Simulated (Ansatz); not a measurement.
FeO (Wuestite) under changes of volume

One of the cells (10.013 Å³/atom); the others are scaled copies at fixed shape and fractional positions:

```
CELL_PARAMETERS angstrom
0.00000 2.15540 2.15540
2.15540 0.00000 2.15540
2.15540 2.15540 0.00000
ATOMIC_POSITIONS crystal
Fe 0.00000 0.00000 0.00000
O 0.50000 0.50000 0.50000
```

```yaml
Program: Ansatz 0.2.0
Functional: PBE
Potentials_or_basis: all-electron LAPW, scalar-relativistic
Cutoff: 377 eV (chosen from the basis error)
Basis_error_allowed: 0.0005 eV/atom
k_mesh: 11 × 11 × 11
Occupations: fermi-dirac, width 0.05 eV
Spin: collinear spin, ferromagnetic start
Starting_moments: "[3.0, 0.0] μB"
```

```tsv
volume (Å³/atom)	energy over the lowest point (meV/atom)	pressure (GPa)
9.413	21.86	12.8
9.613	9.01	7.9
9.813	1.93	3.6
10.013	0.00	-0.3
10.214	2.66	-3.8
10.414	9.44	-6.9
10.614	?	?
```

**Question.** What does the run at 10.614 Å³/atom give?

**Answer.** Energy over the lowest point 19.92 meV/atom; pressure -9.7 GPa.

Worked out: A Birch-Murnaghan fit of order 3 (a polynomial in V^(-2/3)) to the other rows has its minimum at 9.99 Å³/atom with B0 = V·E''(V) = 186 GPa and B' = 4.7. It gives 19.86 meV/atom at 10.614 Å³/atom, against the run's 19.92, and -dE/dV = -9.7 GPa, against -9.7.

Energies are extrapolated to zero smearing.

Caveats: a cell with one magnetic atom can't hold antiferromagnetic order, which such compounds often take.
